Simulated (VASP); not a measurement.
BaTiO3, 5 atoms in the cell. The structure is cubic, space group Pm-3m (No. 221). Conventional cell: a = 4.006 Å, b = 4.006 Å, c = 4.006 Å, α = 90.00°, β = 90.00°, γ = 90.00°. Ba (site symmetry m-3m) has 12 O at 2.83 Å as nearest neighbours. Ti (site symmetry m-3m) has 6 O at 2.00 Å as nearest neighbours. O (site symmetry 4/mmm) has 2 Ti at 2.00 Å as nearest neighbours. 

| Item | Value |
| --- | --- |
| Program | VASP 6.6.1 |
| Task | single point |
| Functional | LDA |
| Potentials or basis | VASP PAW LDA potentials, release 64 (Ba_sv, Ti_sv, O) |
| Cutoff | 900 eV |
| k mesh | 8 × 8 × 8 |
| Occupations | gaussian, width 0.05 eV |
| Spin | no spin polarisation |
| Further INCAR settings | ADDGRID = False; ALGO = Normal; EDIFF = 1e-08 |

Potentials or basis: VASP PAW LDA potentials, release 64 (Ba_sv, Ti_sv, O).

Run with:

```bash
$ cat potpaw_LDA.64/Ba_sv/POTCAR potpaw_LDA.64/Ti_sv/POTCAR potpaw_LDA.64/O/POTCAR > POTCAR
$ mpirun -np 1 vasp_std > vasp.out
```

Hardware: 1 thread of AMD EPYC 7R13 Processor (Zen 3) (shared host).

Q: How long does it take, and how much memory?

A: Wall time 2.9 min on 1 thread of AMD EPYC 7R13 Processor (Zen 3), on a shared host, peak memory 0.26 GiB. Counts: scf iterations 17, k points 35.
